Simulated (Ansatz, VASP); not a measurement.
TiB2 in VASP and in Ansatz

```xyz
3
Lattice="2.9936 0.0000 0.0000 -1.4968 2.5925 0.0000 0.0000 0.0000 3.1613" Properties=species:S:1:pos:R:3 pbc="T T T"
Ti    0.0000    0.0000    0.0000
B     0.0000    1.7284    1.5807
B     1.4968    0.8642    1.5807
```

Alike in both runs: functional LDA; k mesh 10 × 10 × 9; occupations fermi-dirac, width 0.1 eV; no spin polarisation.

Ansatz relaxed the structure, and its values are those at the end. VASP's run is a single point on that final structure, the one shown.

```csv
,VASP,Ansatz
version,VASP 6.6.1,Ansatz 0.2.0
potentials or method,"VASP PAW LDA potentials, release 64 (Ti_sv, B)","plane waves, PAW"
plane-wave cutoff (eV),520,420
valence electrons in the cell,18,18
```

```csv
,VASP,Ansatz,Ansatz less VASP
pressure (GPa),0.6,0.0,-0.58
```
